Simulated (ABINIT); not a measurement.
Runs of ABINIT 10.8.3 (patched build) on BN. It takes space group P6_3/mmc (No. 194, hexagonal). Conventional cell: a = 2.498 Å, b = 2.498 Å, c = 6.636 Å, α = 90.00°, β = 90.00°, γ = 120.00°. Around N (site symmetry -6m2) lie 3 B at 1.44 Å. B (site symmetry -6m2) has 3 N at 1.44 Å as nearest neighbours. 

```csv
task,level,potentials or basis,k mesh,cutoff (eV),fine-grid cutoff,mesh quality,gap on the mesh (eV),pressure (GPa)
single point,LDA,JTH PAW LDA v2.0,7 × 7 × 2,680,1278.94 eV,coarse,4.30,-
band structure,AM05,JTH PAW PBE v2.0,12 × 12 × 4,707,1306.15 eV,not flagged,(b),3.1
single point,PBEsol,JTH PAW PBE v2.0,10 × 10 × 3,707,1306.15 eV,not flagged,4.13,2.6
band structure,LDA-PZ,JTH PAW LDA v2.0,12 × 12 × 4,680,1278.94 eV,not flagged,(a),-
```

Alike in all rows: no spin polarisation; cell as given; smearing fermi-dirac 0.05 eV.

**Question.** Estimate the missing entries.

**Answer.** (a) 4.08; (b) 4.22.

Caveats: some runs use coarse meshes; the atomic spheres overlap; an odd mesh through Γ misses points on the zone boundary, where band edges often lie (some runs); the PAW data sets were made with another functional, which shifts forces and pressure a little (some runs); this functional lacks dispersion, which binds the layers, so the pressure and a relaxed spacing across them are unreliable (some runs).

Runs at the PBE level aren't shown here.
